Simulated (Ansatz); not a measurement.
# How well the gap of InGaP2 (quasi-random alloy, started on the GaP lattice) (Cm) can be computed

The study climbs from cheap functionals to G0W0 on InGaP2 (quasi-random alloy, started on the GaP lattice) (Cm) and then asks what each convergence step is worth.

Calculated with Ansatz 0.2.0; density functionals, hybrids, G0W0, plane waves, PAW.

**1. Set-up**

It takes space group Cm (No. 8, monoclinic). The conventional cell has a = 11.226 Å, b = 15.845 Å, c = 9.700 Å, α = 90.00°, β = 125.25°, γ = 90.00°. Ga has 4 P at 2.35 to 2.37 Å nearest. Nearest to In lie 4 P at 2.49 to 2.52 Å. Ga has 4 P at 2.34 to 2.38 Å nearest. Nearest to Ga lie 4 P at 2.33 to 2.38 Å. Nearest to In lie 4 P at 2.50 to 2.53 Å. It derives from GaP. Farther neighbours are not listed.

The structure was relaxed with LDA. The runs that relaxed it are not among those shown.

**2. LDA bands**

The cheap functional maps the bands first; the places of the edges decide which points the dearer methods must see.

This step: DFT, LDA, plane waves, PAW; PAW set soft_1.

Contents of input.yaml:

```yaml
crystal:
  lattice:
    - [-5.6131192393, 5.5981949379, -5.6056479351]
    - [5.6205722364, 5.6047738094, 5.6047738094]
    - [5.6056662421, -5.5973208123, -5.5973208123]
  atoms:
    - { symbol: Ga, position: [-0.0054647512, 0.0050205743, 8.54681e-05] }
    - { symbol: In, position: [0.2458087859, 0.4952607314, 0.2501943615] }
    - { symbol: Ga, position: [0.5092725421, 0.0043542345, 0.5033094168] }
    - { symbol: In, position: [0.75, 0.4966644551, 0.7459167939] }
    - { symbol: Ga, position: [0.75, 0.2420237424, -0.0008827484] }
    - { symbol: In, position: [0.0006628117, 0.7506106194, 0.2506252274] }
    - { symbol: In, position: [0.2471066991, 0.2511092398, 0.4965541761] }
    - { symbol: Ga, position: [0.5054647512, 0.7604853255, 0.7555502193] }
    - { symbol: In, position: [0.4993371883, 0.4999478077, -3.75843e-05] }
    - { symbol: Ga, position: [0.75, 0.0083926021, 0.2486260677] }
    - { symbol: Ga, position: [-0.0029539261, 0.4915611689, 0.4965532156] }
    - { symbol: In, position: [0.2541912141, -0.0005480545, 0.7543855756] }
    - { symbol: In, position: [0.2528933009, 0.7540025407, -0.000552523] }
    - { symbol: Ga, position: [0.5029539261, 0.244515095, 0.2495071417] }
    - { symbol: In, position: [0.75, 0.7539824855, 0.5036525657] }
    - { symbol: Ga, position: [-0.0092725421, 0.2450816924, 0.7440368747] }
    - { symbol: P, position: [-0.0135318645, 0.2398220125, -0.0137271471] }
    - { symbol: P, position: [0.2670797764, 0.7633016955, 0.2642738114] }
    - { symbol: P, position: [0.4978835872, 0.2363543584, 0.4870450965] }
    - { symbol: P, position: [0.75, 0.7608328819, 0.7633002669] }
    - { symbol: P, position: [0.75, 0.4816675919, -0.0023005049] }
    - { symbol: P, position: [-0.0152175406, 0.0009778781, 0.2374761252] }
    - { symbol: P, position: [0.254040946, 0.5172115122, 0.5175195357] }
    - { symbol: P, position: [0.5135318645, 0.0033538769, 0.7498047173] }
    - { symbol: P, position: [0.5152175406, 0.7661954188, 0.0026936658] }
    - { symbol: P, position: [0.75, 0.2494378305, 0.2467232141] }
    - { symbol: P, position: [-0.0001725914, 0.7352418677, 0.5030450339] }
    - { symbol: P, position: [0.2329202236, 0.2462219191, 0.747194035] }
    - { symbol: P, position: [0.245959054, 0.0131705662, 0.0134785897] }
    - { symbol: P, position: [0.5001725914, 0.4854144591, 0.2532176253] }
    - { symbol: P, position: [0.75, 0.0098610997, 0.4935701774] }
    - { symbol: P, position: [0.0021164128, 0.4884707712, 0.7391615093] }
kpoints:
  mp_grid: { grid: [4, 4, 4] }
  band_path:
    path:
      - [[0.0, 0.0, 0.0], [0.5, 0.0, 0.0]]
      - [[0.0, 0.5, 0.0], [0.0, 0.0, 0.0], [0.0, 0.0, 0.5]]
      - [[0.5, 0.5, 0.5], [0.0, 0.0, 0.0]]
    npoints: 6
hamiltonian:
  xc: lda
  pseudopotentials: { kind: paw, azcp: { folder: soft_1 }, xc_functional: pbe }
scf:
  occupations: { method: fermi_dirac, width: 0.02 }
  n_extra_bands: 14
output:
  eigenvalues: true
```

Started as:

```sh
$ ansatz run input.yaml --threads 32 --pin off --max-ram 82944MiB --backend cuda --events-out ev --progress --plain --runs-dir out --devices 1 --max-vram 78GiB
```

Numbers of over 12 decimals in the logs are rounded to 6 here.

Output:

```text
scf.n_extra_bands = 14 over 144 filled bands (N_el = 288.0): the run solves 158 bands
GPUs: using 1 of 1 available (devices: 1).
Engine: ansatz 0.2.0, aarch64-unknown-linux-gnu
Pseudopotentials: kind: paw
Pseudopotential: Ga, paw, valence charge 13, recommended cutoff 420 eV (normal), soft_1/Ga.paw.azcp
Pseudopotential: In, paw, valence charge 13, recommended cutoff 420 eV (normal), soft_1/In.paw.azcp
Pseudopotential: P, paw, valence charge 5, recommended cutoff 420 eV (normal), soft_1/P.paw.azcp
Functional definition: SPW92
  exchange = slater_x
  correlation = pw_c
device memory: the entry about to start is reckoned to put 35.6 GiB on a device that reports 157.9 GiB free (of which the cap on the GPU budget leaves the run 78.0 GiB)
GPU FFT provider: cuFFT
GPU libraries: cuBLAS 13.8.1, cuFFT 12.4.0, cuSOLVER 12.3.2
GPU matrix products: emulated (plane waves: as basis.precision tells), large ones in fixed point in workspaces of 1.00 GiB
Crystal: 32 atoms, lattice volume = 704.482 Å³
Basis set: ecut = 420 eV, 13811 PW (Γ)
Bands: 158, of which v1, the nominal top of the filled ones, is band 144 counted from 1 (143 counted from 0)
Symmetry: 2 space group operations
Space group: Cm (ITA 8), of the structure as read, at distance tolerance 8.9e-5 Å
k-points: 24 of 64 (time reversal used)
Non-local potential: Ga, projectors of the file, l = 0: 2, l = 1: 2, l = 2: 3, l = 3: 1
Non-local potential: In, projectors of the file, l = 0: 2, l = 1: 2, l = 2: 2, l = 3: 1
Non-local potential: P, projectors of the file, l = 0: 2, l = 1: 2, l = 2: 1
PAW form: soft (Blöchl's): semilocal exchange-correlation on the pseudo side does not see the compensation charge
PAW frozen core: Ga, regenerated for the run's functional, and the local potential with it (the file was generated under x = pbe(κ = 0.804, μ = 0.219515), c = pbe(β = 0.066725))
PAW frozen core: In, regenerated for the run's functional, and the local potential with it (the file was generated under x = pbe(κ = 0.804, μ = 0.219515), c = pbe(β = 0.066725))
PAW frozen core: P, regenerated for the run's functional, and the local potential with it (the file was generated under x = pbe(κ = 0.804, μ = 0.219515), c = pbe(β = 0.066725))
PAW one-centre angular grid: Ga, 590 points (default); XC on 64 Gauss nodes
PAW one-centre angular grid: In, 590 points (default); XC on 64 Gauss nodes
PAW one-centre angular grid: P, 110 points (default); XC on 64 Gauss nodes
Initial density: superposition of atomic densities (chi_scale 0.1, normalization cell, long waves kept (reshape's long-wave potential 0.04 eV rms))
Initial wavefunctions: pseudopotential atomic-orbital guess
GPU buffer pool allocated for 373248 grid points (all kernels)
GPU transforms: local potential and band sums: pruned to the plane-wave sphere, on 72×72×72
Functional: x = slater, c = lda
SCF iter   1: F=—  HF=-84942.036859 eV  |F-HF|=—  |Δ(HF+E_count)|=         —  Δρ=3.85e-2  dr2=1.18e1  ethr=3.10e-3  ⟨swp⟩=8.7  Hψ=18566  notcnv=0
preconditioner: auto → Resta (q_TF=auto, 2.350 Å⁻¹)  ε∞=4.6  [insulator: Δε(μ)=1.311 eV  Ē_g=12.522 eV  σ=0.020 eV  W_gap=1.00  n_scr=140 (ndim 8)  ℏωp=23.7 eV  f_vac=0.000  D(μ)=0.00/eV (n_scr^D=0)  ε∞_Penn≈4.6]
SCF iter   2: F=—  HF=-84939.162214 eV  |F-HF|=—  |Δ(HF+E_count)|=    2.87e0  Δρ=2.16e-2  dr2=2.87e0  ethr=3.10e-3  ⟨swp⟩=2.0  Hψ=5870  notcnv=0  defer=212
SCF iter   3: F=—  HF=-84938.560628 eV  |F-HF|=—  |Δ(HF+E_count)|=   6.02e-1  Δρ=5.18e-3  dr2=2.06e-1  ethr=9.97e-4  ⟨swp⟩=3.0  Hψ=7279  notcnv=0  defer=212
SCF iter   4: F=—  HF=-84938.433716 eV  |F-HF|=—  |Δ(HF+E_count)|=   1.27e-1  Δρ=2.31e-3  dr2=4.50e-2  ethr=7.15e-5  ⟨swp⟩=3.0  Hψ=7249  notcnv=0  defer=212
SCF iter   5: F=—  HF=-84938.420243 eV  |F-HF|=—  |Δ(HF+E_count)|=   1.35e-2  Δρ=7.89e-4  dr2=5.53e-3  ethr=1.56e-5  ⟨swp⟩=2.0  Hψ=7161  notcnv=0  defer=212
SCF iter   6: F=—  HF=-84938.419047 eV  |F-HF|=—  |Δ(HF+E_count)|=   1.20e-3  Δρ=2.75e-4  dr2=4.52e-4  ethr=1.92e-6  ⟨swp⟩=3.0  Hψ=7075  notcnv=0  defer=212
SCF iter   7: F=—  HF=-84938.419977 eV  |F-HF|=—  |Δ(HF+E_count)|=   9.30e-4  Δρ=3.31e-5  dr2=9.82e-6  ethr=1.57e-7  ⟨swp⟩=2.0  Hψ=6076  notcnv=0  defer=212
SCF iter   8: F=—  HF=-84938.420105 eV  |F-HF|=—  |Δ(HF+E_count)|=   1.28e-4  Δρ=1.16e-5  dr2=1.36e-6  ethr=3.41e-9  ⟨swp⟩=3.0  Hψ=7747  notcnv=0  defer=212
SCF iter   9: F=—  HF=-84938.420105 eV  |F-HF|=—  |Δ(HF+E_count)|=   5.02e-7  Δρ=5.22e-6  dr2=1.79e-7  ethr=4.71e-10  ⟨swp⟩=2.3  Hψ=7050  notcnv=0  defer=212
SCF iter  10: F=—  HF=-84938.420105 eV  |F-HF|=—  |Δ(HF+E_count)|=   4.51e-8  Δρ=3.26e-6  dr2=5.36e-8  ethr=3.47e-11  ⟨swp⟩=13.0  Hψ=15637  notcnv=0
SCF iter  11: F=-84938.420105 eV  HF=-84938.420105 eV  |F-HF|=6.69e-10  |Δ(HF+E_count)|=   4.29e-8  Δρ=6.37e-7  dr2=2.96e-9  ethr=1.86e-11  ⟨swp⟩=3.0  Hψ=10073  notcnv=0
SCF 1 converged in 11 iterations: F = -84938.420105 eV  dr2 = 2.96e-9
[...]
device memory: the entry about to start is reckoned to put 28.0 GiB on a device that reports 157.9 GiB free (of which the cap on the GPU budget leaves the run 78.0 GiB)
NSCF: frozen V_eff on 27 k-points
SCF converged after 11 iterations
Free energy (F): -84938.420105 eV
Harris-Foulkes:  -84938.420105 eV  (|F-HF|=6.69e-10)
Internal energy: -84938.420105 eV  (E = F + TS)
E sigma→0 (E₀):  -84938.420105 eV
Fermi energy:    7.747107 eV
--- Per-component energies (eV) ---
  E_band       = -875.610146
  E_kinetic    = 3770.671200
  E_local      = -24012.952094  (includes V_loc(G=0)·N_el)
  E_nonlocal   = 2452.688358
  E_hartree    = 12365.485344
  E_xc         = -2800.428312
  E_vxc        = -2162.538204  (∫ρ·V_xc dr)
  E_paw        = -56354.806401  (= ΣΔE_a)
  E_vpaw       = -5654.447081  (= ΣTr[D̂ρ^β])
  E_aug_tail   = -0.001135  (compensation charges beyond the density's cutoff)
  E_ewald      = -20377.058819
  E_core_change = 17.981753  (= ΣΔE_core)
  E_smearing   = -0.000000  (= −TS)
  E_closure    = -0.000000  (closes the sum)
  Σ components = -84938.420105   (vs F -84938.420105, Δ=0.00e0)
--- Band table (eV; the first three rows and the last of 24) ---
[... rows of the band table ...]
```

The job ended after 4.7 s (1 × NVIDIA GB200 (shared by 2 runs) with 32 threads of Arm Neoverse V2, shared host; peak memory 1.4 GiB; 44 s of CPU time).

Reading the cycles: dr2 is the Hartree energy of the density residual (eV), the measure of convergence; HF is the Harris–Foulkes estimate of the energy, which meets the free energy F at convergence.

Numbers from this step:

* filled bands: 144
* gap: 1.038 eV
* valence top at: Γ
* conduction bottom at: Γ
* least direct gap: 1.038 eV

In a supercell the zone is folded, so edges from different points of the primitive zone can meet at one k.

The electronic bands at the labelled points (eV, zero at the top of the highest nominally filled band):

```csv
point,band 141,band 142,band 143,band 144,band 145,band 146,band 147,band 148
Γ,-0.90,-0.07,0.00,0.00,1.04,1.42,1.44,1.47
halfway,-0.96,-0.65,-0.39,-0.06,1.64,1.69,1.80,1.93
X,-1.18,-1.11,-0.38,-0.18,1.87,2.07,2.09,2.40
jump to Y,-1.18,-1.17,-0.40,-0.17,1.83,2.21,2.35,2.39
halfway,-0.98,-0.66,-0.36,-0.07,1.66,1.74,1.75,1.83
Γ,-0.90,-0.07,0.00,0.00,1.04,1.42,1.44,1.47
halfway,-0.95,-0.66,-0.36,-0.10,1.70,1.74,1.75,1.83
Z,-1.16,-1.10,-0.31,-0.30,2.02,2.03,2.26,2.28
jump to R,-1.05,-1.01,-0.90,-0.86,1.20,1.27,1.46,1.51
halfway,-0.62,-0.52,-0.51,-0.51,1.56,1.73,1.78,1.87
Γ,-0.90,-0.07,0.00,0.00,1.04,1.42,1.44,1.47
```

The electronic bands as a text plot (rows in eV):

```
    2.3 |         ++++               +++++
    2.2 |      +++++++++            +++       ++++
    2.0 |      ++ ++  ++            +  +++++++++++     ++++
    1.9 |    +++++++++  +         +++++   ++++    +++++++++
    1.7 |   +++++     +++         ++      ++++    +++++++++++++
    1.5 |++++            +++++++++            +++++++++    ++++++
    1.4 |+++               +++++          ++++                 ++
    1.2 | ++               ++ ++
    1.1 |+                   +                                 ++
    0.9 |
    0.8 |
    0.6 |
    0.5 |
    0.3 |
    0.1 |
    0.0 |******         **********                             **
   -0.2 | ***  ********* **   *********                    ****
   -0.3 |    **   **    *  **     **   ***             ****
   -0.5 |      ***  ****            ***           *****
   -0.6 |   *****     *****     *****         *************
   -0.8 |   *            **   ****        ********     ********
   -0.9 |*********  **  ***************   ****             ******
   -1.1 |      *****  **             *********
   -1.3 |        *****                 *******
         Γ        X|Y        Γ        Z|R                       Γ
```

**3. LDA+SOC**

Spin-orbit coupling can split or shift the edges; a non-collinear run measures by how much.

This step: DFT, LDA with spin-orbit coupling, plane waves, PAW; PAW set soft_1.

Edit input.yaml of step 2 so:

```diff
@@ -42,12 +42,17 @@
     path:
-      - [[0.0, 0.0, 0.0], [0.5, 0.0, 0.0]]
-      - [[0.0, 0.5, 0.0], [0.0, 0.0, 0.0], [0.0, 0.0, 0.5]]
-      - [[0.5, 0.5, 0.5], [0.0, 0.0, 0.0]]
-    npoints: 6
+      - [0.0, 0.0, 0.0]
+      - [0.5, 0.0, 0.0]
+      - [0.0, 0.5, 0.0]
+      - [0.0, 0.0, 0.5]
+      - [0.5, 0.5, 0.5]
+    npoints: 1
 hamiltonian:
   xc: lda
-  pseudopotentials: { kind: paw, azcp: { folder: soft_1 }, xc_functional: pbe }
+  pseudopotentials: { kind: paw_fr, azcp: { folder: soft_1 }, xc_functional: pbe }
 scf:
   occupations: { method: fermi_dirac, width: 0.02 }
-  n_extra_bands: 14
+  n_extra_bands: 28
+magnetization:
+  noncollinear: true
+  spin_orbit: true
 output:
```

Output:

```text
[...]
GPUs: using 1 of 1 available (devices: 1).
[...]
non-collinear run that drives no moment, with spin-orbit: no starting moment large enough to seed its density (crystal.atoms[].spin), no starting occupations that ask for one, no magnetisation constraint and no magnetic field, so the semilocal B_xc is pinned to zero
[...]
GPU FFT provider: cuFFT
[...]
site 30: m = (+0.0000, +0.0000, +0.0000) μB, |m| = 0.0000 μB  (R = 0.97 Å)
  site 31: m = (+0.0000, +0.0000, +0.0000) μB, |m| = 0.0000 μB  (R = 0.97 Å)
Free energy (F): -84953.809386 eV
[...]
Internal energy: -84953.809386 eV  (E = F + TS)
E sigma→0 (E₀):  -84953.809386 eV
Fermi energy:    7.756872 eV
[...]
--- Band table (eV; the first three rows and the last of 24) ---
[... rows of the band table ...]
[key lines of the parts left out:]
SCF converged after 10 iterations
Magnetization: |M| = 0.0000 μB,  M = (+0.0000, +0.0000, +0.0000) μB
```

Wall time 7.6 s (1 × NVIDIA GB200 (shared by 2 runs) with 32 threads); peak memory 3.5 GiB.

This step gave:

| Quantity | Value |
| --- | --- |
| gap | 1.008 eV |
| valence top at | Γ |
| conduction bottom at | Γ |
| least direct gap | 1.008 eV |

The gap stands −0.03 eV against LDA.

**4. HSE06**

HSE06 mixes in a quarter of exact exchange at short range. Exchange couples all pairs of k points, which makes a full band path dear, so levels are read on the mesh and at chosen points.

This step: DFT, HSE06, plane waves, PAW; PAW set soft_1.

Edit input.yaml of step 3 so:

```diff
@@ -39,3 +39,3 @@
 kpoints:
-  mp_grid: { grid: [4, 4, 4] }
+  mp_grid: { grid: [2, 2, 2] }
   band_path:
@@ -49,10 +49,7 @@
 hamiltonian:
-  xc: lda
-  pseudopotentials: { kind: paw_fr, azcp: { folder: soft_1 }, xc_functional: pbe }
+  xc: hse06
+  pseudopotentials: { kind: paw, azcp: { folder: soft_1 } }
 scf:
-  occupations: { method: fermi_dirac, width: 0.02 }
-  n_extra_bands: 28
-magnetization:
-  noncollinear: true
-  spin_orbit: true
+  occupations: { method: fixed }
+  n_extra_bands: 14
 output:
```

Output:

```text
[...]
GPUs: using 1 of 1 available (devices: 1).
[...]
davidson cushion auto → on  (no smearing: the cushion is to keep the highest requested band from converging to the state above it; pin scf.eigensolver.cushion to override)
[...]
GPU FFT provider: cuFFT
GPU libraries: cuBLAS 13.8.1, cuFFT 12.4.0, cuSOLVER 12.3.2
[...]
Crystal: 32 atoms, lattice volume = 704.482 Å³
Basis set: ecut = 420 eV, 13811 PW (Γ)
[...]
Stability not checked: this state was not tested for a lower state beside it, because the functional holds exact exchange (a hybrid, or Hartree-Fock), whose exchange loop this test does not read (fock_operator; see scf.lower_state_search)
Free energy (F): -87192.581626 eV
Frozen-core exchange: fock
[...]
Internal energy: -87192.581626 eV  (E = F + TS)
E sigma→0 (E₀):  -87192.581626 eV
Fermi energy:    7.046257 eV
[...]
--- Band table (eV; the first three rows and the last of 6) ---
[... rows of the band table ...]
```

Elapsed: 25 s, on 1 × NVIDIA GB200 (shared by 2 runs) with 32 threads; peak memory 3.1 GiB.

Numbers from this step:

```
gap                  : 2.120 eV
valence top at       : Γ
conduction bottom at : Γ
least direct gap     : 2.120 eV
```

The gap stands +1.08 eV against LDA.

**5. G0W0, 2×2×2 mesh, 1187 empty bands, screening to 82 eV, PAW set soft_1 files**

Now the one-shot GW correction: screening in the RPA, then the self-energy of the levels asked for. This step takes PAW set soft_1 files.

This step: G0W0 on LDA, plane waves, PAW; PAW set soft_1.

Edit input.yaml of step 4 so:

```diff
@@ -40,17 +40,12 @@
   mp_grid: { grid: [2, 2, 2] }
-  band_path:
-    path:
-      - [0.0, 0.0, 0.0]
-      - [0.5, 0.0, 0.0]
-      - [0.0, 0.5, 0.0]
-      - [0.0, 0.0, 0.5]
-      - [0.5, 0.5, 0.5]
-    npoints: 1
 hamiltonian:
-  xc: hse06
-  pseudopotentials: { kind: paw, azcp: { folder: soft_1 } }
+  xc: lda
+  pseudopotentials: { kind: paw, azcp: { folder: soft_1 }, xc_functional: pbe }
 scf:
   occupations: { method: fixed }
-  n_extra_bands: 14
-output:
-  eigenvalues: true
+gw:
+  n_empty_bands: 1187
+  ecut_chi: 82
+  qp_bands: [v2, c2]
+  qp_kpoints: band_edges
+  screening: { model: contour_deformation }
```

Output:

```text
GPUs: using 1 of 1 available (devices: 1).
[...]
GPU FFT provider: cuFFT
GPU libraries: cuBLAS 13.8.1, cuFFT 12.4.0, cuSOLVER 12.3.2
[...]
Crystal: 32 atoms, lattice volume = 704.482 Å³
Basis set: ecut = 420 eV, 13811 PW (Γ)
Bands: 176, of which v1, the nominal top of the filled ones, is band 144 counted from 1 (143 counted from 0)
Symmetry: 2 space group operations
[...]
k-points: 6 of 8
[...]
1   146      9.2499    -7.5724    -3.8874   -11.8569  0.7711     9.6521     9.6471  root
[...]
5   143      6.3194   -16.4314     1.6207   -14.6277  0.7444     6.1355     6.1364  root
     5   144      6.3626   -16.4031     1.6169   -14.6042  0.7442     6.1797     6.1806  root
     5   145      8.4206    -9.1423    -3.7525   -13.4523  0.7684     8.9891     8.9781  root
     5   146      8.4902    -9.2435    -3.7721   -13.5820  0.7689     9.0680     9.0566  root
[key lines of the parts left out:]
SCF converged after 11 iterations
Free energy (F): -84938.338508 eV
Fermi energy:    7.222348 eV
```

Wall time 28 s (1 × NVIDIA GB200 (shared by 2 runs) with 32 threads); peak memory 4.6 GiB.

This step gave:

| Item | Value |
| --- | --- |
| bands summed | 1331 |
| RPA ε∞ on this mesh (eigenvalues) | 15.15, 15.83, 15.85 |
| plane waves in the screening matrix | 1205 |
| G0W0 gap on the mesh | 1.848 eV |
| k of the valence top | 0, 0, 0 |
| k of the conduction bottom | 0, 0, 0 |
| starting gap on the mesh | 1.036 eV |
| least direct G0W0 gap on the computed points | 1.848 eV |

The gap on the mesh goes from 1.04 eV to 1.85 eV, a correction of +0.81 eV. Between the two edge states, bare exchange in place of the xc potential would open the gap by 5.98 eV, and correlation takes back 5.17 eV.

[end of part 1 of 2]

[Paths, hosts, dates, memory and timing lines, banners, echoed tables and standing remarks are left out of the program output.]

[Logs are printed without paths, hosts, clocks, repeated set-up lines and the standing remarks that a program may print on its own settings, such as how far it seeks lower states.]

[Runs of the session that timed out or met a known fault of the program may be left out.]

[Cells called generated may have been cut or substituted from an entry of the Crystallography Open Database or the Materials Project.]

[Hosts, paths, dates, database ids (printed as entryN), source tags and the programs' standing remarks are cut or masked in the printed files.]
